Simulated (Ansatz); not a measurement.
**The band gap of Si, sorted by core time**

The structure is cubic, space group Fd-3m (No. 227). Conventional cell: a = 5.444 Å, b = 5.444 Å, c = 5.444 Å, α = 90.00°, β = 90.00°, γ = 90.00°. Si (site symmetry -43m) is surrounded by 4 Si at 2.36 Å.

```tsv
rung	level	program and potentials	cutoff (eV)	k mesh	task	core time	chip	band gap (eV)	miss (eV)	notes
GGA	PBE	Ansatz, Ansatz PAW	420	12 × 12 × 12	single point	0.57 s	AMD EPYC 9B45 Zen 5	0.58	-0.52	mesh may miss the edge
GGA	PBE	Ansatz, Ansatz PAW	420	8 × 8 × 8	band structure	0.97 s	AMD EPYC 9B45 Zen 5	0.58	-0.52	from the band path
LDA	LDA	Ansatz, Ansatz PAW	420	8 × 8 × 8	band structure	1.4 s	Intel Xeon Platinum 8488C Sapphire Rapids	0.48	-0.62	potentials made for PBE, which Ansatz adapts in part; from the band path
GGA	BLYP	Ansatz, Ansatz PAW	420	8 × 8 × 8	band structure	2.3 s	Intel Xeon	(a)	?	potentials made for PBE, which Ansatz adapts in part; from the band path
G0W0	G0W0 on HSE06	Ansatz, Ansatz PAW	420	6 × 6 × 6	G0W0 quasiparticle levels	41 s	AMD EPYC 7R13 Zen 3	1.43	+0.33	bands, basis or mesh of the many-body step not converged; potentials made for PBE, which Ansatz adapts in part; response cutoff 120 eV, bands 120
hybrid	HSEsol	Ansatz, Ansatz PAW	420	5 × 5 × 5	band structure	2 min	AMD EPYC 7B13 Zen 3	1.09	-0.01	potentials made for PBE, which Ansatz adapts in part
hybrid	PBEsol0	Ansatz, Ansatz PAW	420	5 × 5 × 5	band structure	2.7 min	Intel Xeon Platinum 8259CL Skylake/Cascade Lake	1.74	+0.64	potentials made for PBE, which Ansatz adapts in part
hybrid	PBE-EpsX	Ansatz, Ansatz PAW	420	5 × 5 × 5	band structure	5.9 min	AMD EPYC Zen 3	0.96	-0.14	potentials made for PBE, which Ansatz adapts in part; exact-exchange share 1/ε∞
```

Times are single runs on shared hosts and different chips, so they are rough; meshes, cutoffs and the tasks' sizes weigh on the time. All rows: no spin polarisation. Gaps are the least found on the k mesh or the band path, and a mesh can miss the band edges. The cell comes from a database and isn't always the measured one. Meshes differ between rows, which moves values too. All levels ran on this one cell, unrelaxed unless noted. Meshes are those of the run's cell of 2 atoms unless a note names another. Misses use the values as printed. Runs on faulty files, with rough fits or with known faults for this quantity aren't shown. No row holds spin-orbit coupling.

Measured: 1.1 eV (arxiv:1111.5263). The runs are for a static lattice.

Problem. Estimate the value left out from the other rows.

Solution. (a) 0.81 eV, miss -0.29.
